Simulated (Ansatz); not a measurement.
Barrier of one jump, H in SnO2

These are results of DFT PBE, scalar-relativistic, plane waves, PAW (Ansatz 0.2.0), not measurements. Run with 420 eV cutoff, 3×3×3 k-mesh, Gaussian smearing of 0.02 eV, no spin polarisation.

Host crystal, relaxed:

```xyz
6
Lattice="4.8265 0.0000 0.0000 0.0000 4.8284 0.0000 0.0000 0.0000 3.2382" Properties=species:S:1:pos:R:3 pbc="T T T"
Sn    2.4133    2.4142    1.6191
Sn    0.0000    0.0000    0.0000
O     1.4793    1.4807    0.0000
O     3.8926    0.9335    1.6191
O     0.9339    3.8949    1.6191
O     3.3472    3.3477    0.0000
```

In a supercell of 12 host sites with charge +1, interstitial H hops to an equivalent place, moving 0.80 Å between the relaxed ends. Climbing-image nudged elastic band at fixed cell with images 0 (start) to 6 (end), the path measured over all atoms, converged to 0.05 eV/Å; the order of the saddle wasn't checked, and the small cell leaves errors of about a tenth of an eV. Zero-point motion and tunnelling, which matter for H, are left out. At the top the atom squeezes straight between two others, where symmetry can hold a band on a ridge, so a bent path, such as one by way of a neighbouring hole, may have a much lower barrier.

Supercell rows in host cell vectors: -1 0 1; 1 0 1; 0 1 -1. H was set at (0.150, 0.350, 0.500) of the host cell.

At the relaxed start H has 1 O at 1.00 Å.

(1) What barrier does the band give, and what surrounds the atom at the top?

Answers

(1) 0.24 eV at image 3, where H has 2 O at 1.26 Å, 2 Sn at 2.50 Å, 4 O at 2.57 Å.

Cost: 1 run of about 5.9 core-minutes, on AMD EPYC 7B13 (Zen 3) (shared hosts).